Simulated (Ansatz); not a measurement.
# MgO: the cost of one run

Program: Ansatz 0.2.0. Level of theory: DFT PBEsol, scalar-relativistic, plane waves, PAW. These are calculated values, not measurements.

The COD cell was measured well above room temperature, so it is larger than a cold one.

3 further runs of the same task are left out: 3 set aside as unsound or not needed.

## (1) The starting structure

It takes space group Fm-3m (No. 225, cubic). The conventional cell has a = 4.214 Å, b = 4.214 Å, c = 4.214 Å, α = 90.00°, β = 90.00°, γ = 90.00°. Around Mg (site symmetry m-3m) lie 6 O at 2.11 Å. Around O (site symmetry m-3m) lie 6 Mg at 2.11 Å.

Structure file:

```cif
data_structure
_symmetry_space_group_name_H-M 'P 1'
_symmetry_Int_Tables_number 1
_cell_length_a 2.9799
_cell_length_b 2.9799
_cell_length_c 2.9799
_cell_angle_alpha 60.000
_cell_angle_beta 60.000
_cell_angle_gamma 60.000
_cell_volume 18.71
loop_
_atom_site_label
_atom_site_type_symbol
_atom_site_fract_x
_atom_site_fract_y
_atom_site_fract_z
_atom_site_occupancy
Mg1 Mg 0.00000 0.00000 0.00000 1
O1 O 0.50000 0.50000 0.50000 1
```

This cell was relaxed beforehand with the same method: volume 9.36 Å³/atom, gap on the mesh 4.62 eV.

## (2) Phonons at Γ, at rest

Contents of input.yaml:

```yaml
crystal:
  lattice:
    - [0.0, 2.1070853429, 2.1070853429]
    - [2.1070853429, 0.0, 2.1070853429]
    - [2.1070853429, 2.1070853429, 0.0]
  atoms:
    - { symbol: Mg, position: [0.0, 0.0, 0.0] }
    - { symbol: O, position: [0.5, 0.5, 0.5] }
basis:
  ecutwfc: 420
kpoints:
  mp_grid: { grid: [10, 10, 10] }
hamiltonian:
  xc: pbesol
scf:
  occupations: { method: fixed }
output:
  eigenvalues: true
phonons:
  method: dfpt
  dielectric: true
  rigid_motions: translations
  eigenvectors: true
```

The run is started by

```console
> ansatz run input.yaml --threads 1 --pin off --max-ram 3072MiB --backend cpu --events-out ev --progress --plain --runs-dir out
```

**Question.** How long does this run take on 1 thread of Intel Xeon Platinum 8488C (Sapphire Rapids), shared host, and how much memory does it need?

About 6.8 s, with a peak of 0.44 GiB.
